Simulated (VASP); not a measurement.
## What goes wrong when GaAs is relaxed with a bad input

Aim: see how common mistakes in a VASP relaxation show up, on GaAs. The starting structure is a measured crystal structure from the Crystallography Open Database. The first relaxation on each setting starts from this cell expanded by 3 % in volume.

Program: VASP 6.6.1. Level of theory: Kohn-Sham DFT with plane waves and PAW; PBEsol. Results are calculated unless marked as measured.

## Step 1: Set-up

The structure is cubic, space group F-43m (No. 216). The conventional cell has a = 5.654 Å, b = 5.654 Å, c = 5.654 Å, α = 90.00°, β = 90.00°, γ = 90.00°. Nearest to As lie 4 Ga at 2.45 Å. Ga has 4 As at 2.45 Å nearest. Farther neighbours are not listed.

Coordinates:

```xyz
2
Lattice="0.0000 2.8268 2.8268 2.8268 0.0000 2.8268 2.8268 2.8268 0.0000" Properties=species:S:1:pos:R:3 pbc="T T T"
As    4.2403    4.2403    4.2403
Ga    0.0000    0.0000    0.0000
```

## Step 2: Reference relaxation

This run starts from the cell of an earlier relaxation, which isn't shown; the restart sets up the plane waves anew.

Input file INCAR:

```
SYSTEM = GaAs
PREC = Accurate
ENCUT = 450
EDIFF = 1E-06
NELM = 100
ISMEAR = 0
SIGMA = 0.03
LREAL = .FALSE.
ALGO = Normal
GGA = PS
NBANDS = 15
LORBIT = 11
LWAVE = .FALSE.
LCHARG = .FALSE.
KPAR = 4
IBRION = 2
NSW = 50
ISIF = 3
EDIFFG = -0.006
```

Input file POSCAR:

```
GaAs
1.0
    0.0000000000      2.8298538328      2.8298538328
    2.8298538328      0.0000000000      2.8298538328
    2.8298538328      2.8298538328      0.0000000000
As Ga
1 1
Direct
    0.7500000000      0.7500000000      0.7500000000
    0.0000000000      0.0000000000      0.0000000000
```

Input file KPOINTS:

```
Automatic mesh
0
Gamma
6 6 6
0 0 0
```

PAW data sets: As and Ga_d (PBE family, release 64).

Run with:

```
mpirun -np 4 vasp_std
```

The log of the run:

```text
[banner, memory and clock lines left out]
running    4 mpi-ranks, on    1 nodes
 distrk:  each k-point on    1 cores,    4 groups
 distr:  one band on    1 cores,    1 groups

 POSCAR found type information on POSCAR AsGa
 POSCAR found :  2 types and       2 ions
|                                                                             |
|               ----> ADVICE to this user running VASP <----                  |
|                                                                             |
|     You enforced a specific xc type in the INCAR file but a different       |
|     [... a line on the potential file left out ...]
|     I HOPE YOU KNOW WHAT YOU ARE DOING!                                     |
|                                                                             |

 LDA part: xc-table for (Slater+PW92), standard interpolation
 POSCAR, INCAR and KPOINTS ok, starting setup
 FFT: planning ... GRIDC
 FFT: planning ... GRID_SOFT
 FFT: planning ... GRID
 WAVECAR not read
 entering main loop
       N       E                     dE             d eps       ncg     rms          rms(c)
DAV:   1     0.773810776138E+02    0.77381E+02   -0.83176E+03   495   0.151E+03
DAV:   2    -0.320566268715E+01   -0.80587E+02   -0.76927E+02   543   0.290E+02
DAV:   3    -0.916834058805E+01   -0.59627E+01   -0.59397E+01   578   0.664E+01
DAV:   4    -0.926829769704E+01   -0.99957E-01   -0.99931E-01   607   0.951E+00
DAV:   5    -0.926959388755E+01   -0.12962E-02   -0.12962E-02   599   0.953E-01    0.293E+00
DAV:   6    -0.909877427552E+01    0.17082E+00   -0.24207E-01   733   0.977E+00    0.173E+00
DAV:   7    -0.906643390482E+01    0.32340E-01   -0.62137E-02   703   0.217E+00    0.539E-01
DAV:   8    -0.906462086876E+01    0.18130E-02   -0.97860E-03   606   0.119E+00    0.103E-01
DAV:   9    -0.906479611300E+01   -0.17524E-03   -0.72436E-04   603   0.348E-01    0.431E-02
DAV:  10    -0.906482981953E+01   -0.33707E-04   -0.53008E-05   657   0.756E-02    0.233E-02
DAV:  11    -0.906485192737E+01   -0.22108E-04   -0.26179E-05   550   0.543E-02    0.251E-03
DAV:  12    -0.906485192631E+01    0.10587E-08   -0.89492E-07   485   0.157E-02
   1 F= -.90648519E+01 E0= -.90648519E+01  d E =-.906485E+01
 curvature:   0.00 expect dE= 0.000E+00 dE for cont linesearch  0.000E+00
 trial: gam= 0.00000 g(F)=  0.333E-46 g(S)=  0.230E-05 ort = 0.000E+00 (trialstep = 0.100E+01)
 search vector abs. value=  0.230E-05
 reached required accuracy - stopping structural energy minimisation
```

Wall time 5.8 s (4 MPI ranks of Intel Xeon Platinum 8375C at 2.90GHz (Ice Lake), shared host); peak memory 0.55 GiB; 21 s of CPU time.

The logs omit lines about the potential files and the build; timing stands in the text.

Parts of OUTCAR (step 2):

```text
ion  position               nearest neighbor table
   1  0.750  0.750  0.750-   2 2.45   2 2.45   2 2.45   2 2.45
   2  0.000  0.000  0.000-   1 2.45   1 2.45   1 2.45   1 2.45

  LATTYP: Found a face centered cubic cell.
 ALAT       =     5.6597076656

 Subroutine GETGRP returns: Found 24 space group operations
 (whereof 24 operations were pure point group operations)

The static configuration has the point symmetry T_d .

 Found     16 irreducible k-points:

   k-points           NKPTS =     16   k-points in BZ     NKDIM =     16   number of bands    NBANDS=     15

   dimension x,y,z NGX =    28 NGY =   28 NGZ =   28
   dimension x,y,z NGXF=    56 NGYF=   56 NGZF=   56

   ENCUT  =  450.0 eV  33.07 Ry    5.75 a.u.   6.92  6.92  6.92*2*pi/ulx,y,z

   NELECT =      18.0000    total number of electrons

 k-points in reciprocal lattice and weights: Automatic mesh
   0.00000000  0.00000000  0.00000000       0.005
   0.16666667  0.00000000  0.00000000       0.037
   0.33333333  0.00000000  0.00000000       0.037
   0.50000000  0.00000000  0.00000000       0.019
   0.16666667  0.16666667  0.00000000       0.028
   0.33333333  0.16666667  0.00000000       0.111
   0.50000000  0.16666667  0.00000000       0.111
  -0.33333333  0.16666667  0.00000000       0.111
  -0.16666667  0.16666667  0.00000000       0.056
[...]
-0.33333333  0.33333333  0.16666667       0.111
  -0.33333333  0.50000000  0.16666667       0.056

 average (electrostatic) potential at core
       1 -50.2216       2 -66.2564

 E-fermi :   3.9878

 k-point     1 :       0.0000    0.0000    0.0000
  band No.  band energies     occupation
    ...
      5     -10.9191      2.00000
      6      -8.9468      2.00000
      7       3.7840      2.00000
      8       3.7840      2.00000
      9       3.7840      2.00000
     10       4.2120      0.00000
     11       7.4650      0.00000
     12       7.4651      0.00000
     13       7.4651      0.00000
     14      11.1590      0.00000
    ...

 k-point     2 :       0.1667    0.0000    0.0000
  band No.  band energies     occupation
    ...
      5     -10.9193      2.00000
      6      -8.6260      2.00000
      7       1.0442      2.00000
      8       3.4009      2.00000
      9       3.4009      2.00000
     10       5.3460      0.00000
     11       8.0131      0.00000
     12       8.0131      0.00000
     13       8.3853      0.00000
     14      12.5397      0.00000
    ...

 k-point     3 :       0.3333    0.0000    0.0000
  band No.  band energies     occupation
    ...
      5     -10.9175      2.00000
      6      -7.7969      2.00000
      7      -1.6220      2.00000
      8       2.8538      2.00000
      9       2.8538      2.00000
     10       4.9168      0.00000
     11       8.4244      0.00000
     12       8.4244      0.00000
     13      10.9149      0.00000
     14      12.3603      0.00000
    ...

  Total        0.0056321      0.0056321      0.0056321      0.0000000     -0.0000000      0.0000000
  in kB        0.1990959      0.1990959      0.1990959      0.0000000     -0.0000000      0.0000000
  external PRESSURE =       0.1990959 kB  Pullay stress =       0.0000000 kB

  energy-cutoff  :      450.00
  volume of cell :       45.32
      direct lattice vectors                 reciprocal lattice vectors
     0.000000000  2.829853833  2.829853833    -0.176687571  0.176687571  0.176687571
     2.829853833  0.000000000  2.829853833     0.176687571 -0.176687571  0.176687571
     2.829853833  2.829853833  0.000000000     0.176687571  0.176687571 -0.176687571

 POSITION                                       TOTAL-FORCE (eV/Angst)
 -----------------------------------------------------------------------------------
      4.24478      4.24478      4.24478        -0.000000     -0.000000      0.000000
      0.00000      0.00000      0.00000         0.000000      0.000000     -0.000000
 -----------------------------------------------------------------------------------
    total drift:                               -0.000001     -0.000001     -0.000001

  FREE ENERGIE OF THE ION-ELECTRON SYSTEM (eV)
  ---------------------------------------------------
  free  energy   TOTEN  =        -9.0648519263 eV

  energy  without entropy=       -9.0648519263  energy(sigma->0) =       -9.06485193

 reached required accuracy - stopping structural energy minimisation

 total charge
# of ion       s       p       d       tot
------------------------------------------
    1        1.209   1.594   0.031   2.834
    2        0.880   0.802   9.994  11.676
--------------------------------------------------
tot          2.088   2.396  10.025  14.510

[... 3 further parts left out ...]
```

The PAW data sets were made with PBE, which is usual practice but a small mismatch for other functionals. The run keeps the 24 symmetry operations of its start, so it cannot find a distortion of lower symmetry.

The reference relaxation ends at 22.662 Å³ an atom.

## Step 3: Relaxation with a leftover external pressure of 100 kbar

A slip made on purpose: a leftover external pressure of 100 kbar. Against step 2 the input has PSTRESS = 100 (also changed: NELM).

INCAR: that of step 2 with these lines changed.

```diff
@@ -4,3 +4,3 @@
 EDIFF = 1E-06
-NELM = 100
+NELM = 60
 ISMEAR = 0
@@ -19 +19,2 @@
 EDIFFG = -0.006
+PSTRESS = 100
```

Input file POSCAR:

```
GaAs
1.0
    0.0000000000      2.8548404342      2.8548404342
    2.8548404342      0.0000000000      2.8548404342
    2.8548404342      2.8548404342      0.0000000000
As Ga
1 1
Direct
    0.7500000000      0.7500000000      0.7500000000
    0.0000000000      0.0000000000      0.0000000000
```

KPOINTS is that of step 2.

Run with:

```
mpirun -np 4 vasp_std
```

The log of the run:

```text
[banner, memory and clock lines left out]
running    4 mpi-ranks, on    1 nodes
[...]
[... a notice as in an earlier step ...]

 LDA part: xc-table for (Slater+PW92), standard interpolation
 POSCAR, INCAR and KPOINTS ok, starting setup
[...]
entering main loop
       N       E                     dE             d eps       ncg     rms          rms(c)
DAV:   1     0.774693750571E+02    0.77469E+02   -0.84960E+03   488   0.148E+03
DAV:   2    -0.319626007184E+01   -0.80666E+02   -0.76638E+02   536   0.294E+02
DAV:   3    -0.916484348660E+01   -0.59686E+01   -0.59484E+01   578   0.671E+01
DAV:   4    -0.925478344119E+01   -0.89940E-01   -0.89931E-01   571   0.910E+00
[...]
DAV:  10    -0.905889174282E+01   -0.35131E-04   -0.50923E-05   661   0.692E-02    0.239E-02
DAV:  11    -0.905891507951E+01   -0.23337E-04   -0.28056E-05   529   0.547E-02    0.242E-03
DAV:  12    -0.905891508391E+01   -0.44065E-08   -0.83210E-07   513   0.142E-02
   1 F= -.61544582E+01 E0= -.61544582E+01  d E =-.615446E+01
[... from here on, the cycles between the ionic steps are left out ...]
   2 F= -.61697419E+01 E0= -.61697419E+01  d E =-.152837E-01
   3 F= -.63971170E+01 E0= -.63971170E+01  d E =-.242659E+00
   4 F= -.63972116E+01 E0= -.63972116E+01  d E =-.242753E+00
[...]
reached required accuracy - stopping structural energy minimisation
```

It took 12 s on 4 MPI ranks; peak memory 0.59 GiB.

OUTCAR, selected parts (step 3):

```text
  Total        2.5427325      2.5427325      2.5427325      0.0000000      0.0000000     -0.0000000
  in kB      100.3343736    100.3343736    100.3343736      0.0000000      0.0000000     -0.0000000
  external PRESSURE =       0.3343736 kB  Pullay stress =     100.0000000 kB

 POSITION                                       TOTAL-FORCE (eV/Angst)
 -----------------------------------------------------------------------------------
      4.09200      4.09200      4.09200        -0.000000     -0.000000     -0.000000
      5.45599      2.72800      2.72800         0.000000      0.000000      0.000000
 -----------------------------------------------------------------------------------
    total drift:                               -0.000001     -0.000001     -0.000000

  FREE ENERGIE OF THE ION-ELECTRON SYSTEM (eV)
  ---------------------------------------------------
  free  energy   TOTEN  =        -8.9314702307 eV

  energy  without entropy=       -8.9314702307  energy(sigma->0) =       -8.93147023

[... 2 parts as in an earlier step ...]

[... 2 further parts left out ...]
[key lines of the parts left out:]
E-fermi :   5.0512
```

With a leftover external pressure of 100 kbar the cell ends at 20.302 Å³ an atom, -10.41 % from the reference.

## Step 4: Relaxation with too few electronic steps

A slip made on purpose: too few electronic steps. Against step 2 the input has NELM = 4 (also changed: NSW).

INCAR: that of step 3 with these lines changed.

```diff
@@ -4,3 +4,3 @@
 EDIFF = 1E-06
-NELM = 60
+NELM = 4
 ISMEAR = 0
@@ -16,5 +16,4 @@
 IBRION = 2
-NSW = 50
+NSW = 30
 ISIF = 3
 EDIFFG = -0.006
-PSTRESS = 100
```

POSCAR is that of step 3.

KPOINTS is that of step 3.

Run with:

```
mpirun -np 4 vasp_std
```

The log of the run:

```text
[... set-up lines as in an earlier step ...]
 entering main loop
       N       E                     dE             d eps       ncg     rms          rms(c)
[... 4 cycles as in an earlier step ...]
 -----------------------------------------------------------------------------
|                                                                             |
|           W    W    AA    RRRRR   N    N  II  N    N   GGGG   !!!           |
|           W    W   A  A   R    R  NN   N  II  NN   N  G    G  !!!           |
|           W    W  A    A  R    R  N N  N  II  N N  N  G       !!!           |
|           W WW W  AAAAAA  RRRRR   N  N N  II  N  N N  G  GGG   !            |
|           WW  WW  A    A  R   R   N   NN  II  N   NN  G    G                |
|           W    W  A    A  R    R  N    N  II  N    N   GGGG   !!!           |
|                                                                             |
|     The electronic self-consistency was not achieved in the given           |
|     number of steps (NELM). The forces and other quantities evaluated       |
[...]
|     E        R   R    R   R    O     O  R   R                               |
|     E        R    R   R    R   O     O  R    R      ###     ###     ###     |
|     EEEEEEE  R     R  R     R  OOOOOOO  R     R     ###     ###     ###     |
|                                                                             |
|     Orbital orthonormalization failed in the inversion of matrix            |
|     LAPACK: Routine ZPOTRF failed! kpoint: 1 spin: 1                        |
|                                                                             |
|     Possible solutions for this issue are:                                  |
|     - Please check whether the atoms are too close to each other.           |
|     - Decreasing POTIM might help during relaxations or MDs.                |
|     - Deleting CHGCAR or WAVECAR if incompatible with the structure.        |
|     - Try calculating without symmetrizing (ISYM = 0 or ISYM = -1).         |
|     - As last resort: using a different PAW for some of the atoms.          |
|                                                                             |
|       ---->  I REFUSE TO CONTINUE WITH THIS SICK JOB ... BYE!!! <----       |
|                                                                             |
 -----------------------------------------------------------------------------

1
1
1
1
```

Elapsed: 8.8 s, on 4 MPI ranks.

VASP stopped with this message: “Orbital orthonormalization failed in the inversion of matrix LAPACK: Routine ZPOTRF failed! kpoint: 1 spin: 1”.

## Step 5: Relaxation with too few ionic steps

A slip made on purpose: too few ionic steps. Against step 2 the input has NSW = 2 (also changed: NELM).

INCAR: that of step 4 with these lines changed.

```diff
@@ -4,3 +4,3 @@
 EDIFF = 1E-06
-NELM = 4
+NELM = 60
 ISMEAR = 0
@@ -16,3 +16,3 @@
 IBRION = 2
-NSW = 30
+NSW = 2
 ISIF = 3
```

POSCAR is that of step 4.

KPOINTS is that of step 4.

Run with:

```
mpirun -np 4 vasp_std
```

The log of the run:

```text
[... set-up lines as in an earlier step ...]
 entering main loop
       N       E                     dE             d eps       ncg     rms          rms(c)
[... 12 cycles as in an earlier step ...]
   1 F= -.90589151E+01 E0= -.90589151E+01  d E =-.905892E+01
[...]
N       E                     dE             d eps       ncg     rms          rms(c)
DAV:   1    -0.927248144718E+01   -0.21357E+00   -0.24875E+00   599   0.278E+01    0.266E+00
DAV:   2    -0.910776011414E+01    0.16472E+00   -0.29419E-01   592   0.139E+01    0.118E+00
DAV:   3    -0.906892619452E+01    0.38834E-01   -0.35375E-02   599   0.349E+00    0.297E-01
DAV:   4    -0.906486770861E+01    0.40585E-02   -0.40039E-03   517   0.729E-01    0.923E-02
DAV:   5    -0.906430005373E+01    0.56765E-03   -0.36089E-04   600   0.252E-01    0.169E-02
DAV:   6    -0.906429808111E+01    0.19726E-05   -0.15163E-05   664   0.312E-02    0.103E-02
DAV:   7    -0.906429909268E+01   -0.10116E-05   -0.18504E-06   448   0.181E-02    0.309E-03
DAV:   8    -0.906429894736E+01    0.14532E-06   -0.40208E-07   324   0.766E-03
   2 F= -.90642989E+01 E0= -.90642989E+01  d E =-.538386E-02
 trial-energy change:   -0.005384  1 .order   -0.005249   -0.018132    0.007633
 step:   0.7102(harm=  0.7037)  dis= 0.00000  next Energy=    -9.065402 (dE=-0.649E-02)
```

Elapsed: 9.4 s, on 4 MPI ranks; peak memory 0.56 GiB.

[end of part 1 of 2]

[Lines on the potential files, build, host, timing and source positions are cut from VASP's logs without a mark.]

[Logs are printed without paths, hosts, clocks, repeated set-up lines and the standing remarks that a program may print on its own settings, such as how far it seeks lower states.]

[Hosts, paths, dates, database ids (printed as entryN), source tags and the programs' standing remarks are cut or masked in the printed files.]
